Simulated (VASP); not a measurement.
Here is a VASP 6.6.1 calculation.

The input INCAR:

```
PREC = Accurate
ENCUT = 520
EDIFF = 1E-7
ISMEAR = 0
SIGMA = 0.03
LREAL = F
LASPH = T
NELM = 80
ALGO = Normal
ISIF = 2
LWAVE = F
LCHARG = F
METAGGA = R2SCAN
LMIXTAU = T
```

File KPOINTS:

```
Automatic mesh
0
Gamma
  10 10 10
```

The input POSCAR:

```
InSb                                    
1.0
    0.0000000000      3.2603245817      3.2603245817
    3.2603245817      0.0000000000      3.2603245817
    3.2603245817      3.2603245817      0.0000000000
  In              Sb            
     1     1
Direct
     0.0000000000000000    0.0000000000000000    0.0000000000000000
     0.2500000000000000    0.2500000000000000    0.2500000000000000
```

File KPOINTS_OPT:

```
explicit points
202
Reciprocal
 0.0000000000  0.0000000000  0.0000000000 1
 0.0555555556  0.0000000000  0.0555555556 1
 0.1111111111  0.0000000000  0.1111111111 1
 0.1666666667  0.0000000000  0.1666666667 1
 0.2222222222  0.0000000000  0.2222222222 1
 0.2777777778  0.0000000000  0.2777777778 1
[... 194 lines left out ...]
 0.5127584400  0.0255168800  0.5127584400 1
 0.4872415600 -0.0255168800  0.4872415600 1
```

Potentials or basis: VASP PAW PBE potentials, release 64 (In_d, Sb).

Launch:

```console
$ cat potpaw_PBE.64/In_d/POTCAR potpaw_PBE.64/Sb/POTCAR > POTCAR
$ mpirun -np 1 vasp_std > vasp.out
```

(1) Predict the pressure.

(2) Estimate the band gap along the path.

(3) Predict the band gap on the k mesh.

Results:

(1) 0.7 GPa.

(2) 0.12 eV, direct.

(3) 0.12 eV, direct.

Caveat: the PAW data sets were made with another functional, which shifts forces and pressure a little; spin-orbit coupling is left out, which moves the levels of the heavy elements.

**The experiment to reproduce.**

From “Electronic Structure and Epitaxy of CdTe Shells on InSb Nanowires”, 2021, arxiv:2111.05126, for a bulk crystal of InSb: band gap 0.24 eV.

Measured gap of InSb: 0.24 eV (quoted in “Electronic Structure and Epitaxy of CdTe Shells on InSb Nanowires”, 2021, arxiv:2111.05126). This calculation gives 0.12 eV (-0.12 eV). Spin-orbit coupling on In, Sb is left out. The value is that of r2SCAN, without temperature or zero-point motion.
